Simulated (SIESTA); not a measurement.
## C under changes of volume

One of the cells (5.672 Å³/atom); the others are scaled copies at fixed shape and fractional positions:

```xyz
12
Lattice="2.5221 0.0000 0.0000 -1.2611 2.1842 0.0000 0.0000 0.0000 12.3557" Properties=species:S:1:pos:R:3 pbc="T T T"
C     1.2611    0.7281    4.3760
C     0.0000    1.4561   10.5539
C     1.2611    0.7281    1.8018
C     0.0000    1.4561    7.9797
C     1.2611    0.7281    5.9205
C     0.0000    1.4561   12.0983
C     1.2611    0.7281    0.2574
C     0.0000    1.4561    6.4352
C     0.0000    0.0000   10.0390
C     0.0000    0.0000    3.8612
C     0.0000    0.0000    8.4945
C     0.0000    0.0000    2.3167
```

This is a hexagonal form of diamond, not graphite.

```yaml
Program: SIESTA 5.4.2
Functional: PBE
Potentials_or_basis: PseudoDojo 0.4 standard (PBE files)
Basis: DZ (energy shift 0.003 Ry)
Grid_cutoff: 500 Ry
Energy_shift: 0.003 Ry
k_mesh: 8 × 8 × 2
Occupations: fermi-dirac, width 0.05 eV
Spin: no spin polarisation
```

| volume (Å³/atom) | energy over the lowest point (meV/atom) | pressure (GPa) | gap on the mesh (eV) | largest force (eV/Å) |
| --- | --- | --- | --- | --- |
| 5.332 | 64.73 | 44.7 | 5.69 | 0.396 |
| 5.445 | 37.30 | 33.0 | 5.62 | 0.379 |
| 5.559 | 17.79 | 22.3 | 5.56 | 0.365 |
| 5.672 | 5.57 | 12.4 | 5.50 | 0.353 |
| 5.786 | 0.00 | 3.5 | 5.44 | 0.340 |
| 5.899 | 0.50 | -4.8 | 5.39 | 0.329 |
| 6.012 | ? | ? | ? | ? |

What does the run at 6.012 Å³/atom give?

Energy over the lowest point 6.55 meV/atom; pressure -12.2 GPa; gap on the mesh 5.34 eV; largest force 0.318 eV/Å.

Worked out: A Birch-Murnaghan fit of order 3 (a polynomial in V^(-2/3)) to the other rows has its minimum at 5.83 Å³/atom with B0 = V·E''(V) = 423 GPa and B' = 3.7 at fixed shape and positions, which overstates the stiffness. It gives 6.47 meV/atom at 6.012 Å³/atom, against the run's 6.55, and -dE/dV = -12.1 GPa, against -12.2. A straight line through the other rows of the gap, of slope -2.97 eV per unit of ln V (its deformation potential), extrapolates to 5.33 eV, against the run's 5.34.

Energies are extrapolated to zero smearing.

Caveats: the basis has no polarisation orbitals; the basis of atomic orbitals isn't converged, which shifts pressures, moduli and gaps.

A mesh can miss the band edges.
